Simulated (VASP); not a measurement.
# Nb (Im-3m) in VASP: relaxation of cell and atoms with PBE

Aim: the relaxation of cell and atoms of Nb with PBE.

All numbers are computed with VASP 6.6.1; they aren't measurements. Logs are shortened: lines on timing, memory, paths and dates and some standing lists are left out, and cuts for length are marked.

### Step 1. The crystal as given

Symmetry: Im-3m, No. 229, cubic system. The conventional cell has a = 3.328 Å, b = 3.328 Å, c = 3.328 Å, α = 90.00°, β = 90.00°, γ = 90.00°. Nb (site symmetry m-3m) has 8 Nb at 2.88 Å as nearest neighbours.

### Step 2. Relaxation of cell and atoms, PBE

Contents of INCAR:

```
SYSTEM = Nb
  PREC = Accurate
  ENCUT = 600
  EDIFF = 1E-7
  ISMEAR = 0
  SIGMA = 0.1
  LREAL = .FALSE.
  LASPH = .TRUE.
  NELM = 80
  ALGO = Normal
  ISIF = 3
  LWAVE = .FALSE.
  LCHARG = .FALSE.
  GGA = PE
  IBRION = 2
  NSW = 80
  EDIFFG = -0.004
```

Contents of KPOINTS:

```
regular mesh
0
G
  18 18 18
  0 0 0
```

Contents of POSCAR:

```
Nb
1.0
   -1.6639500000      1.6639500000      1.6639500000
    1.6639500000     -1.6639500000      1.6639500000
    1.6639500000      1.6639500000     -1.6639500000
Nb
1
Direct
    0.0000000000      0.0000000000      0.0000000000
```

Potentials or basis: VASP PAW PBE potentials, release 64 (Nb_sv).

Launch:

```sh
$ cat potpaw_PBE.64/Nb_sv/POTCAR > POTCAR
$ mpirun -np 1 vasp_std > vasp.out
```

OUTCAR:

```text
SYSTEM = Nb
   PREC = Accurate
   ENCUT = 600
   EDIFF = 1E-7
   ISMEAR = 0
   LREAL = .FALSE.
   LASPH = .TRUE.
   NELM = 80
   ISIF = 3
   GGA = PE
   IBRION = 2
   NSW = 80
   EDIFFG = -0.004

 ion  position               nearest neighbor table
   1  0.000  0.000  0.000-

  LATTYP: Found a body centered cubic cell.
 ALAT       =     3.3279000000

  Lattice vectors:

 A1 = (  -1.6639500000,   1.6639500000,   1.6639500000)
 A2 = (   1.6639500000,  -1.6639500000,   1.6639500000)
 A3 = (   1.6639500000,   1.6639500000,  -1.6639500000)

Analysis of symmetry for initial positions (statically):
=====================================================================
 Subroutine PRICEL returns:
 Original cell was already a primitive cell.

 Routine SETGRP: Setting up the symmetry group for a
 body centered cubic supercell.

 Subroutine GETGRP returns: Found 48 space group operations
 (whereof 48 operations were pure point group operations)
 out of a pool of 48 trial point group operations.

The static configuration has the point symmetry O_h .

Analysis of symmetry for dynamics (positions and initial velocities):
=====================================================================
 Subroutine PRICEL returns:
 Original cell was already a primitive cell.

 Routine SETGRP: Setting up the symmetry group for a
 body centered cubic supercell.

 Subroutine GETGRP returns: Found 48 space group operations
 (whereof 48 operations were pure point group operations)
 out of a pool of 48 trial point group operations.

The dynamic configuration has the point symmetry O_h .

 Subroutine INISYM returns: Found 48 space group operations
 (whereof 48 operations are pure point group operations),
 and found     1 'primitive' translations

----------------------------------------------------------------------------------------

                                     Primitive cell

  volume of cell :      18.4281

  direct lattice vectors                    reciprocal lattice vectors
    -1.663950000  1.663950000  1.663950000     0.000000000  0.300489798  0.300489798
     1.663950000 -1.663950000  1.663950000     0.300489798  0.000000000  0.300489798
     1.663950000  1.663950000 -1.663950000     0.300489798  0.300489798  0.000000000

  length of vectors
     2.882045941  2.882045941  2.882045941     0.424956748  0.424956748  0.424956748

  position of ions in fractional coordinates (direct lattice)
     0.000000000  0.000000000  0.000000000

  ion indices of the primitive-cell ions
   primitive index   ion index
                 1           1

----------------------------------------------------------------------------------------

 KPOINTS: regular mesh

Automatic generation of k-mesh.
 Grid dimensions read from file:
 generate k-points for:   18   18   18

 Generating k-lattice:

  Cartesian coordinates                     Fractional coordinates (reciprocal lattice)
     0.000000000  0.016693878  0.016693878     0.055555556  0.000000000  0.000000000
     0.016693878  0.000000000  0.016693878     0.000000000  0.055555556  0.000000000
     0.016693878  0.016693878  0.000000000     0.000000000  0.000000000  0.055555556

  Length of vectors
     0.023608708  0.023608708  0.023608708

  Shift w.r.t. Gamma in fractional coordinates (k-lattice)
     0.000000000  0.000000000  0.000000000

 Subroutine IBZKPT returns following result:
 ===========================================

 Found    195 irreducible k-points:

 Following reciprocal coordinates:
            Coordinates               Weight
  0.000000  0.000000  0.000000      1.000000
  0.055556  0.000000  0.000000     12.000000
  0.111111  0.000000  0.000000     12.000000
  0.166667  0.000000  0.000000     12.000000
  0.222222  0.000000  0.000000     12.000000
  0.277778  0.000000  0.000000     12.000000
[... 16 lines left out ...]
  0.333333  0.111111  0.000000     48.000000
  0.388889  0.111111  0.000000     48.000000
 [... further k-points ...]
   k-points           NKPTS =    195   k-points in BZ     NKDIM =    195   number of bands    NBANDS=     10
   number of dos      NEDOS =    301   number of ions     NIONS =      1
   total plane-waves  NPLWV =  13824
   dimension x,y,z NGX =    24 NGY =   24 NGZ =   24
   dimension x,y,z NGXF=    48 NGYF=   48 NGZF=   48
   ions per type =               1
   NGX,Y,Z   is equivalent  to a cutoff of  13.84, 13.84, 13.84 a.u.
   NGXF,Y,Z  is equivalent  to a cutoff of  27.69, 27.69, 27.69 a.u.
 SYSTEM =  Nb
   PREC   = accura    normal or accurate (medium, high low for compatibility)
   ISTART =      0    job   : 0-new  1-cont  2-samecut
   ICHARG =      2    charge: 1-file 2-atom 10-const
   ISPIN  =      1    spin polarized calculation?
   LNONCOLLINEAR =      F non collinear calculations
   LSORBIT =      F    spin-orbit coupling
   LASPH  =      T    aspherical Exc in radial PAW
   ENCUT  =  600.0 eV  44.10 Ry    6.64 a.u.   5.76  5.76  5.76*2*pi/ulx,y,z
   NELM   =     80;   NELMIN=  2; NELMDL= -5     # of ELM steps
   EDIFF  = 0.1E-06   stopping-criterion for ELM
   LREAL  =      F    real-space projection
   EDIFFG = -.4E-02   stopping-criterion for IOM
   NSW    =     80    number of steps for IOM
   IBRION =      2    ionic relax: 0-MD 1-quasi-New 2-CG
   NFREE  =      1    steps in history (QN), initial steepest desc. (CG)
   ISIF   =      3    stress and relaxation
   ISYM   =      2    0-nonsym 1-usesym 2-fastsym
   POTIM  = 0.5000    time-step for ionic-motion
   TEBEG  =    0.0;   TEEND  =   0.0 temperature during run
   PSTRESS=    0.0 pullay stress
   NELECT =      13.0000    total number of electrons
   NUPDOWN=      -1.0000    fix difference up-down
   EMIN   =  10.00;   EMAX   =-10.00  energy-range for DOS
   EFERMI =   0.00;   METHOD = LEGACY
   ISMEAR =     0;   SIGMA  =   0.10  broadening in eV -4-tet -1-fermi 0-gaus
   EFERMI_NEDOS =   21; number of points for ismear=-14 and -15
   IALGO  =     38    algorithm
   IMIX   =      4    mixing-type and parameters
     AMIX     =   0.40;   BMIX     =  1.00
     AMIX_MAG =   1.60;   BMIX_MAG =  1.00
  volume/ion in A,a.u.               =      18.43       124.36
  Fermi-wavevector in a.u.,A,eV,Ry     =   1.457345  2.753983 28.896790  2.123854
  Thomas-Fermi vector in A             =   2.574157
   LORBIT       =      0    0 simple, 1 ext, 2 COOP (PROOUT), +10 PAW based schemes
   GGA     = PE    functional components
   LHFCALC =     F    Hartree Fock is set to
   AEXX    =    0.0000 exact exchange contribution
   IVDW    =     0    specifies the selected vdW correction
   LEPSILON=     F    determine dielectric tensor
   LRPA    =     F    only Hartree local field effects (RPA)
 conjugate gradient relaxation of ions
 non-spin polarized calculation
 Gauss-broadening in eV      SIGMA  =   0.10
  energy-cutoff  :      600.00
  volume of cell :       18.43
 maximum number of plane-waves:       632
   NGX = 11   NGY = 11   NGZ = 11

--------------------------------------- Ionic step        1  -------------------------------------------

 number of electron      12.9999999 magnetization

 Free energy of the ion-electron system (eV)
  ---------------------------------------------------
  ext. energy  EPLUGINS =         0.00000000
  ---------------------------------------------------
  free energy    TOTEN  =       -10.21721277 eV

  energy without entropy =      -10.20869165  energy(sigma->0) =      -10.21295221

------------------------ aborting loop because EDIFF is reached ----------------------------------------

  FORCE on cell =-STRESS in cart. coord.  units (eV):
  Direction    XX          YY          ZZ          XY          YZ          ZX
  --------------------------------------------------------------------------------------
  -------------------------------------------------------------------------------------
  Total       -0.3187942     -0.3187942     -0.3187942      0.0000000      0.0000000      0.0000000
  in kB      -27.7166178    -27.7166178    -27.7166178      0.0000000      0.0000000      0.0000000
  external PRESSURE =     -27.7166178 kB  Pullay stress =       0.0000000 kB
[... 55 lines left out ...]
  energy  without entropy=      -10.2034557430  energy(sigma->0) =      -10.20743575

--------------------------------------- Ionic step        3  -------------------------------------------

 number of electron      13.0000000 magnetization

 Free energy of the ion-electron system (eV)
  ---------------------------------------------------
  ext. energy  EPLUGINS =         0.00000000
  ---------------------------------------------------
  free energy    TOTEN  =       -10.21992146 eV

  energy without entropy =      -10.21154853  energy(sigma->0) =      -10.21573500

 E-fermi :  11.0742     XC(G=0): -12.4694

 val. band max:       11.0696103436   @ k =   0.3333   0.2222   0.0000
 cond. band min:      11.0813744443   @ k =   0.2778   0.0556  -0.0000
 fundamental gap:      0.0117641007
 Fermi energy:        11.0742270093

 k-point     1 :       0.0000    0.0000    0.0000
  band No.  band energies     occupation
      1     -43.2864      2.00000
      2     -18.5962      2.00000
      3     -18.5962      2.00000
      4     -18.5962      2.00000
      5       5.1580      2.00000
      6      11.4602      0.00000
      7      11.4602      0.00000
      8      11.4602      0.00000
      9      14.3495      0.00000
     10      14.3495      0.00000
[... 287 lines left out ...]
 k-point    24 :       0.3889    0.1111    0.0000
  band No.  band energies     occupation
      1     -43.0470      2.00000
      2     -19.8439      2.00000
      3     -19.0542      2.00000
      4     -18.6658      2.00000
      5       7.7787      2.00000
      6       9.5845      2.00000
      7      12.1861      0.00000
      8      14.2341      0.00000
      9      15.3048      0.00000
     10      17.7716      0.00000

 [... further k-points ...]

------------------------ aborting loop because EDIFF is reached ----------------------------------------

  FORCE on cell =-STRESS in cart. coord.  units (eV):
  Direction    XX          YY          ZZ          XY          YZ          ZX
  --------------------------------------------------------------------------------------
  -------------------------------------------------------------------------------------
  Total       -0.0020204     -0.0020204     -0.0020204      0.0000000     -0.0000000     -0.0000000
  in kB       -0.1786313     -0.1786313     -0.1786313      0.0000000     -0.0000000     -0.0000000
  external PRESSURE =      -0.1786313 kB  Pullay stress =       0.0000000 kB
[... 16 lines left out ...]
  FREE ENERGIE OF THE ION-ELECTRON SYSTEM (eV)
  ---------------------------------------------------
  free  energy   TOTEN  =       -10.2199214632 eV

  energy  without entropy=      -10.2115485339  energy(sigma->0) =      -10.21573500

 reached required accuracy - stopping structural energy minimisation
```

Run time: 69 s. Hardware: 1 thread of AMD EPYC 9R45 (Zen 5), shared host; peak memory 0.15 GiB.

What came out:

- Free energy: -10.2199 eV
- Relaxed volume: 18.12 Å³/atom
- Relaxed cell: a = 2.866 Å, b = 2.866 Å, c = 2.866 Å, α = 109.47°, β = 109.47°, γ = 109.47°
- Space group after relaxing (to 0.05 Å): Im-3m (No. 229)
- Energy gained by relaxing: 2.7 meV/atom
- Ionic steps: 3
- Pressure after relaxing: 0.0 GPa
- Band gap on the k mesh: none (metal or under the smearing width)

Step by step:
```
step  energy change (eV)  largest force (eV/Å)  pressure (GPa)  volume (Å³)
   1              0.0000                0.0000           -2.77        18.43
   2              0.0058                0.0000            5.29        17.59
   3             -0.0027                0.0000           -0.02        18.12
```

Final structure:
```
Nb
1.0
    -1.65467    1.65467    1.65467
     1.65467   -1.65467    1.65467
     1.65467    1.65467   -1.65467
Nb
1
Direct
  0.00000 0.00000 0.00000
```
